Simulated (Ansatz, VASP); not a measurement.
# Two plane-wave programs on MnS

The input INCAR:

```
SYSTEM = MnS
PREC = Accurate
ENCUT = 520
EDIFF = 1E-7
ISMEAR = -1
SIGMA = 0.05
LREAL = .FALSE.
LASPH = .TRUE.
NELM = 120
ALGO = Normal
ISIF = 2
LWAVE = .FALSE.
LCHARG = .FALSE.
ISPIN = 2
MAGMOM = 4 0
LORBIT = 11
LMAXMIX = 4
GGA = PE
NBANDS = 20
```

Contents of KPOINTS:

```
regular mesh
0
G
  9 9 9
  0 0 0
```

POSCAR

```
MnS
1.0
    0.0000000000      2.4400341398      2.4400341398
    2.4400341398      0.0000000000      2.4400341398
    2.4400341398      2.4400341398      0.0000000000
Mn S
1 1
Direct
    0.0000000000      0.0000000000      0.0000000000
    0.7500000000      0.7500000000      0.7500000000
```

input.yaml

```yaml
crystal:
  lattice:
    - [0.0, 2.4400341398, 2.4400341398]
    - [2.4400341398, 0.0, 2.4400341398]
    - [2.4400341398, 2.4400341398, 0.0]
  atoms:
    - { symbol: Mn, position: [0.0, 0.0, 0.0], spin: 4.0 }
    - { symbol: S, position: [0.75, 0.75, 0.75] }
hamiltonian:
  xc: pbe
  pseudopotentials: { kind: paw }
magnetization:
  spin_polarized: true
kpoints:
  mp_grid: { grid: [9, 9, 9] }
scf:
  occupations: { method: fermi_dirac, width: 0.05 }
output:
  forces: true
  stress: true
  eigenvalues: true
```

Change from the starting cell: volume scaled by 0.96.

Alike in both runs: task single point; functional PBE; k mesh 9 × 9 × 9; occupations fermi-dirac, width 0.05 eV; collinear spin, ferromagnetic start.

```csv
,VASP,Ansatz
version,VASP 6.6.1,Ansatz 0.2.0
potentials or method,"VASP PAW PBE potentials, release 64 (Mn_pv, S)",Ansatz PAW
plane-wave cutoff (eV),520,420
valence electrons in the cell,19,21
```

VASP gave:

* gap on the k mesh at the Fermi level (eV): none
* pressure (GPa): 9.5
* net moment per atom (μB): 0.09
* size of the moment on the site where the two differ most (μB): 0.17

Q: What did Ansatz give for the same quantities?

A: gap on the k mesh at the Fermi level (eV): none; pressure (GPa): 9.5; net moment per atom (μB): 0.09; size of the moment on the site where the two differ most (μB): 0.15.

Site moments also hang on the region over which each program counts them. A gap of «none» marks a metal or a gap that the smearing closes. The two sets of potentials don't hold the same shells in valence.

Caveats: the moment fell far below its start of 4 μB, so a state of higher moment may lie lower in energy; semilocal functionals often make such compounds metallic where correlation or magnetic order opens a gap, which also shifts bond lengths; the starting moments weren't kept (Ansatz).
